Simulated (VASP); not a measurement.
# P (Cmce) in VASP: relaxation of cell and atoms with PBE+D3(BJ)

Aim: the relaxation of cell and atoms of P with PBE+D3(BJ).

Program: VASP 6.6.1. These are calculated values, not measurements. Logs are shortened: lines on timing, memory, paths and dates and some standing lists are left out, and cuts for length are marked.

## 1. Starting point

Symmetry: Cmce, No. 64, orthorhombic system. Conventional cell: a = 3.316 Å, b = 10.484 Å, c = 4.379 Å, α = 90.00°, β = 90.00°, γ = 90.00°. Around P (site symmetry m) lie 3 P at 2.22 to 2.24 Å.

## 2. Relaxation of cell and atoms, PBE+D3(BJ)

Contents of INCAR:

```
PREC     = Accurate       # precision mode
ENCUT    = 520            # plane-wave cutoff, eV
EDIFF    = 0.05           # SCF threshold, eV
ISMEAR   = 0              # smearing method
SIGMA    = 0.02           # smearing width, eV
LREAL    = F              # projectors in reciprocal space
LASPH    = T              # aspherical terms in the spheres
NELM     = 100            # most SCF steps
ALGO     = Normal         # electronic algorithm
ISIF     = 3              # what is computed and relaxed
LWAVE    = F              # write WAVECAR
LCHARG   = F              # write CHGCAR
GGA      = PE             # functional
IVDW     = 12             # dispersion correction
IBRION   = 2              # ionic algorithm
NSW      = 80             # ionic steps
EDIFFG   = -0.002         # ionic threshold
```

Contents of KPOINTS:

```
Automatic mesh
0
Gamma
  10 10 8
```

Contents of POSCAR:

```
P
1.0
    1.6582000000     -5.2420000000      0.0000000000
    1.6582000000      5.2420000000      0.0000000000
    0.0000000000      0.0000000000      4.3793000000
P
4
Direct
    0.8983800000      0.1016200000      0.0806800000
    0.6016200000      0.3983800000      0.5806800000
    0.1016200000      0.8983800000      0.9193200000
    0.3983800000      0.6016200000      0.4193200000
```

Potentials or basis: VASP PAW PBE potentials, release 64 (P).

The run is started by

```console
> cat potpaw_PBE.64/P/POTCAR > POTCAR
> mpirun -np 1 vasp_std > vasp.out
```

OUTCAR:

```text
PREC = Accurate
   ENCUT = 520
   EDIFF = 0.05
   ISMEAR = 0
   LREAL = F
   LASPH = T
   NELM = 100
   ISIF = 3
   GGA = PE
   IVDW = 12
   IBRION = 2
   NSW = 80
   EDIFFG = -0.002
 IVDW          = 12

 ion  position               nearest neighbor table
   1  0.898  0.102  0.081-   4 2.22   4 2.22   3 2.24
   2  0.602  0.398  0.581-   3 2.22   3 2.22   4 2.24
   3  0.102  0.898  0.919-   2 2.22   2 2.22   1 2.24
   4  0.398  0.602  0.419-   1 2.22   1 2.22   2 2.24

  LATTYP: Found a base centered orthorhombic cell.
 ALAT       =     3.3164000000
 B/A-ratio  =     3.1612591967
 C/A-ratio  =     1.3204981305

  Lattice vectors:

 A1 = (   1.6582000000,  -5.2420000000,   0.0000000000)
 A2 = (   1.6582000000,   5.2420000000,   0.0000000000)
 A3 = (   0.0000000000,   0.0000000000,   4.3793000000)

Analysis of symmetry for initial positions (statically):
=====================================================================
 Subroutine PRICEL returns:
 Original cell was already a primitive cell.

 Routine SETGRP: Setting up the symmetry group for a
 base centered orthorhombic supercell.

 Subroutine GETGRP returns: Found  8 space group operations
 (whereof  4 operations were pure point group operations)
 out of a pool of  8 trial point group operations.

The static configuration has the point symmetry C_2h.
 The point group associated with its full space group is D_2h.

Analysis of symmetry for dynamics (positions and initial velocities):
=====================================================================
 Subroutine PRICEL returns:
 Original cell was already a primitive cell.

 Routine SETGRP: Setting up the symmetry group for a
 base centered orthorhombic supercell.

 Subroutine GETGRP returns: Found  8 space group operations
 (whereof  4 operations were pure point group operations)
 out of a pool of  8 trial point group operations.

The dynamic configuration has the point symmetry C_2h.
 The point group associated with its full space group is D_2h.

 Subroutine INISYM returns: Found  8 space group operations
 (whereof  4 operations are pure point group operations),
 and found     1 'primitive' translations

----------------------------------------------------------------------------------------

                                     Primitive cell

  volume of cell :      76.1322

  direct lattice vectors                    reciprocal lattice vectors
     1.658200000 -5.242000000  0.000000000     0.301531781 -0.095383441  0.000000000
     1.658200000  5.242000000  0.000000000     0.301531781  0.095383441  0.000000000
     0.000000000  0.000000000  4.379300000     0.000000000  0.000000000  0.228346996

  length of vectors
     5.498017028  5.498017028  4.379300000     0.316258464  0.316258464  0.228346996

  position of ions in fractional coordinates (direct lattice)
     0.898380000  0.101620000  0.080680000
     0.601620000  0.398380000  0.580680000
     0.101620000  0.898380000  0.919320000
     0.398380000  0.601620000  0.419320000

  ion indices of the primitive-cell ions
   primitive index   ion index
                 1           1
                 2           2
                 3           3
                 4           4

----------------------------------------------------------------------------------------

 KPOINTS: Automatic mesh

Automatic generation of k-mesh.
 Grid dimensions read from file:
 generate k-points for:   10   10    8

 Generating k-lattice:

  Cartesian coordinates                     Fractional coordinates (reciprocal lattice)
     0.030153178 -0.009538344  0.000000000     0.100000000  0.000000000  0.000000000
     0.030153178  0.009538344  0.000000000     0.000000000  0.100000000  0.000000000
     0.000000000  0.000000000  0.028543375     0.000000000  0.000000000  0.125000000

  Length of vectors
     0.031625846  0.031625846  0.028543375

  Shift w.r.t. Gamma in fractional coordinates (k-lattice)
     0.000000000  0.000000000  0.000000000

 Subroutine IBZKPT returns following result:
 ===========================================

 Found    155 irreducible k-points:

 Following reciprocal coordinates:
            Coordinates               Weight
  0.000000  0.000000  0.000000      1.000000
  0.100000  0.000000  0.000000      4.000000
  0.200000  0.000000  0.000000      4.000000
  0.300000  0.000000  0.000000      4.000000
  0.400000  0.000000  0.000000      4.000000
  0.500000  0.000000  0.000000      2.000000
[... 16 lines left out ...]
  0.300000  0.300000  0.000000      2.000000
  0.400000  0.300000  0.000000      4.000000
 [... further k-points ...]
   k-points           NKPTS =    155   k-points in BZ     NKDIM =    155   number of bands    NBANDS=     14
   number of dos      NEDOS =    301   number of ions     NIONS =      4
   total plane-waves  NPLWV =  63504
   dimension x,y,z NGX =    42 NGY =   42 NGZ =   36
   dimension x,y,z NGXF=    84 NGYF=   84 NGZF=   72
   ions per type =               4
   NGX,Y,Z   is equivalent  to a cutoff of  12.70, 12.70, 13.67 a.u.
   NGXF,Y,Z  is equivalent  to a cutoff of  25.40, 25.40, 27.33 a.u.
 SYSTEM =  unknown system
   PREC   = accura    normal or accurate (medium, high low for compatibility)
   ISTART =      0    job   : 0-new  1-cont  2-samecut
   ICHARG =      2    charge: 1-file 2-atom 10-const
   ISPIN  =      1    spin polarized calculation?
   LNONCOLLINEAR =      F non collinear calculations
   LSORBIT =      F    spin-orbit coupling
   LASPH  =      T    aspherical Exc in radial PAW
   ENCUT  =  520.0 eV  38.22 Ry    6.18 a.u.  10.22 10.22  8.14*2*pi/ulx,y,z
   NELM   =    100;   NELMIN=  2; NELMDL= -5     # of ELM steps
   EDIFF  = 0.5E-01   stopping-criterion for ELM
   LREAL  =      F    real-space projection
   EDIFFG = -.2E-02   stopping-criterion for IOM
   NSW    =     80    number of steps for IOM
   IBRION =      2    ionic relax: 0-MD 1-quasi-New 2-CG
   NFREE  =      1    steps in history (QN), initial steepest desc. (CG)
   ISIF   =      3    stress and relaxation
   ISYM   =      2    0-nonsym 1-usesym 2-fastsym
   POTIM  = 0.5000    time-step for ionic-motion
   TEBEG  =    0.0;   TEEND  =   0.0 temperature during run
   PSTRESS=    0.0 pullay stress
   NELECT =      20.0000    total number of electrons
   NUPDOWN=      -1.0000    fix difference up-down
   EMIN   =  10.00;   EMAX   =-10.00  energy-range for DOS
   EFERMI =   0.00;   METHOD = LEGACY
   ISMEAR =     0;   SIGMA  =   0.02  broadening in eV -4-tet -1-fermi 0-gaus
   EFERMI_NEDOS =   21; number of points for ismear=-14 and -15
   IALGO  =     38    algorithm
   IMIX   =      4    mixing-type and parameters
     AMIX     =   0.40;   BMIX     =  1.00
     AMIX_MAG =   1.60;   BMIX_MAG =  1.00
  volume/ion in A,a.u.               =      19.03       128.44
  Fermi-wavevector in a.u.,A,eV,Ry     =   1.048484  1.981348 14.957149  1.099319
  Thomas-Fermi vector in A             =   2.183408
   LORBIT       =      0    0 simple, 1 ext, 2 COOP (PROOUT), +10 PAW based schemes
   GGA     = PE    functional components
   LHFCALC =     F    Hartree Fock is set to
   AEXX    =    0.0000 exact exchange contribution
   IVDW    =    12    specifies the selected vdW correction
   LEPSILON=     F    determine dielectric tensor
   LRPA    =     F    only Hartree local field effects (RPA)
 conjugate gradient relaxation of ions
 non-spin polarized calculation
 Gauss-broadening in eV      SIGMA  =   0.02
  energy-cutoff  :      520.00
  volume of cell :       76.13
 maximum number of plane-waves:      2076
 NGX is ok and might be reduce to    42
   NGX = 21   NGY = 21   NGZ = 17

--------------------------------------- Ionic step        1  -------------------------------------------

 number of electron      19.9999999 magnetization

 Free energy of the ion-electron system (eV)
  ---------------------------------------------------
  ext. energy  EPLUGINS =         0.00000000
  ---------------------------------------------------
  free energy    TOTEN  =       -21.46748558 eV

  energy without entropy =      -21.46744067  energy(sigma->0) =      -21.46746313

------------------------ aborting loop because EDIFF is reached ----------------------------------------

 Edisp (eV)   -1.46854

 E8    (eV) :    -0.5562
[... 111 lines left out ...]
  FREE ENERGIE OF THE ION-ELECTRON SYSTEM (eV)
  ---------------------------------------------------
  free  energy   TOTEN  =       -22.6667422505 eV

  energy  without entropy=      -22.6666288450  energy(sigma->0) =      -22.66668555

 E-fermi :   7.0021     XC(G=0):  -9.9916

 val. band max:        6.9565752101   @ k =   0.5000   0.4000   0.0000
 cond. band min:       7.0044208037   @ k =   0.5000   0.2000   0.0000
 fundamental gap:      0.0478455936
 Fermi energy:         7.0021222322

 k-point     1 :       0.0000    0.0000    0.0000
  band No.  band energies     occupation
      1      -9.0269      2.00000
      2      -5.9238      2.00000
      3      -2.5267      2.00000
      4      -0.1962      2.00000
      5       1.8715      2.00000
      6       2.3493      2.00000
      7       2.9272      2.00000
      8       3.9866      2.00000
      9       4.3845      2.00000
     10       5.5181      2.00000
     11       7.6627      0.00000
     12       8.1304      0.00000
     13       8.8936      0.00000
     14      10.1214      0.00000
[... 377 lines left out ...]
      1      -7.7030      2.00000
      2      -5.4326      2.00000
      3      -3.8263      2.00000
      4      -0.2636      2.00000
      5       1.0954      2.00000
      6       1.6439      2.00000
      7       2.1960      2.00000
      8       3.1769      2.00000
      9       5.1735      2.00000
     10       5.4500      2.00000
     11       7.1625      0.00000
     12       7.8424      0.00000
     13       9.0279      0.00000
     14       9.8970      0.00000

 [... further k-points ...]

[... ionic steps 4 to 76 ...]

--------------------------------------- Ionic step       77  -------------------------------------------

 number of electron      20.0000000 magnetization

------------------------ aborting loop because EDIFF is reached ----------------------------------------
[... 79 lines left out ...]
--------------------------------------- Ionic step       79  -------------------------------------------

 number of electron      20.0000000 magnetization

 Free energy of the ion-electron system (eV)
  ---------------------------------------------------
  ext. energy  EPLUGINS =         0.00000000
  ---------------------------------------------------
  free energy    TOTEN  =       -21.37901562 eV

  energy without entropy =      -21.37894559  energy(sigma->0) =      -21.37898061

 E-fermi :   7.4781     XC(G=0): -10.2538

 val. band max:        7.3794133061   @ k =  -0.4000   0.3000   0.0000
 cond. band min:       7.4796021362   @ k =   0.5000   0.1000   0.0000
 fundamental gap:      0.1001888301
 Fermi energy:         7.4780662558

 k-point     1 :       0.0000    0.0000    0.0000
  band No.  band energies     occupation
      1      -8.6317      2.00000
      2      -5.2926      2.00000
      3      -1.7854      2.00000
      4       0.0960      2.00000
      5       2.2880      2.00000
      6       3.1282      2.00000
      7       3.3088      2.00000
      8       4.5200      2.00000
      9       4.7348      2.00000
     10       6.0141      2.00000
     11       8.3967      0.00000
     12       8.6295      0.00000
     13       9.2971      0.00000
     14      10.8291      0.00000
[... 377 lines left out ...]
      1      -7.2392      2.00000
      2      -5.0335      2.00000
      3      -3.3738      2.00000
      4       0.2797      2.00000
      5       1.8133      2.00000
      6       2.2582      2.00000
      7       2.7299      2.00000
      8       3.8419      2.00000
      9       5.7575      2.00000
     10       5.8335      2.00000
     11       7.5987      0.00000
     12       8.2311      0.00000
     13       9.3431      0.00000
     14      10.6589      0.00000

 [... further k-points ...]

------------------------ aborting loop because EDIFF is reached ----------------------------------------

 Edisp (eV)   -1.59019

 E8    (eV) :    -0.6021
[... 27 lines left out ...]
  FREE ENERGIE OF THE ION-ELECTRON SYSTEM (eV)
  ---------------------------------------------------
  free  energy   TOTEN  =       -22.9692025645 eV

  energy  without entropy=      -22.9691325294  energy(sigma->0) =      -22.96916755

 reached required accuracy - stopping structural energy minimisation
```

It took 17 min on 1 thread of Intel Xeon 6975P-C (Granite Rapids), shared host; peak memory 0.33 GiB.

What came out:

* Free energy: -22.9692 eV
* Relaxed volume: 17.65 Å³/atom
* Relaxed cell: a = 5.361 Å, b = 5.361 Å, c = 4.177 Å, α = 90.00°, β = 90.00°, γ = 143.96°
* Space group after relaxing (to 0.05 Å): Cmce (No. 64)
* Energy gained by relaxing: 8.3 meV/atom
* Ionic steps: 79
* Pressure after relaxing: 0.0 GPa
* Band gap on the k mesh: none (metal or under the smearing width)
* Dispersion energy per atom: -0.398 eV

Step by step:
```tsv
step	energy change (eV)	largest force (eV/Å)	pressure (GPa)	volume (Å³)
1	0.0000	0.0860	-2.09	76.13
3	0.2693	1.3601	11.95	65.72
5	-0.0002	0.4189	3.21	72.67
7	-0.0038	0.3638	1.69	73.23
9	-0.0149	0.1271	0.04	75.01
11	-0.0155	0.0840	-0.97	74.39
13	-0.0153	0.1062	-0.35	74.25
15	-0.0154	0.0800	-0.53	74.36
17	-0.0292	0.0682	-2.23	72.84
19	0.0357	0.5219	0.93	66.18
21	-0.0297	0.2765	3.67	69.73
23	-0.0229	0.2275	0.46	70.39
25	-0.0318	0.1004	0.08	70.62
27	-0.0265	0.2289	-0.38	70.90
29	-0.0328	0.0628	-0.24	70.70
31	-0.0322	0.0644	-0.15	70.70
33	-0.0329	0.0234	-0.09	70.62
35	-0.0330	0.0411	0.19	70.49
37	-0.0327	0.0502	0.22	70.50
39	-0.0328	0.0450	0.24	70.49
41	-0.0332	0.0069	0.16	70.65
43	-0.0330	0.0286	-0.28	70.75
45	-0.0331	0.0104	-0.11	70.67
47	-0.0331	0.0089	-0.06	70.66
49	-0.0332	0.0064	-0.05	70.57
51	-0.0331	0.0055	0.08	70.55
53	-0.0332	0.0059	0.04	70.57
55	-0.0332	0.0060	0.03	70.57
57	-0.0332	0.0060	0.03	70.57
59	-0.0332	0.0060	0.03	70.57
61	-0.0332	0.0060	0.03	70.57
63	-0.0332	0.0060	0.03	70.57
65	-0.0332	0.0060	0.03	70.57
67	-0.0332	0.0060	0.03	70.57
69	-0.0332	0.0017	0.03	70.62
71	-0.0332	0.0036	-0.07	70.64
73	-0.0332	0.0027	-0.02	70.62
75	-0.0332	0.0059	0.01	70.60
77	-0.0332	0.0037	0.01	70.60
79	-0.0332	0.0008	0.00	70.61
```

Final structure:
```yaml
crystal:
  lattice:
    - [1.65818, -5.09779, 0.00000]
    - [1.65818, 5.09779, 0.00000]
    - [0.00000, 0.00000, 4.17663]
  atoms:
    - { symbol: P, position: [0.89395, 0.10605, 0.07280] }
    - { symbol: P, position: [0.60605, 0.39395, 0.57280] }
    - { symbol: P, position: [0.10605, 0.89395, 0.92720] }
    - { symbol: P, position: [0.39395, 0.60605, 0.42720] }
```

Levels at points of the mesh, in eV from the Fermi level:
```
           k point  band 8  band 9  band 10  band 11  band 12  band 13
(0.00, 0.00, 0.00)   -2.96   -2.74    -1.46     0.92     1.15     1.82
(0.50, 0.00, 0.00)   -3.31   -2.75    -2.75     0.74     0.74     1.01
(0.50, 0.50, 0.00)   -2.26   -1.88    -0.42     0.40     0.56     2.39
(0.00, 0.00, 0.50)   -3.18   -0.98    -0.98     1.40     1.40     2.18
(0.50, 0.00, 0.50)   -5.85   -2.18    -2.18     1.53     1.53     4.62
(0.50, 0.50, 0.50)   -2.51   -1.35    -1.35     1.26     1.26     2.66
```

Caveat: pairwise dispersion overbinds metals, which lowers pressure and volume.
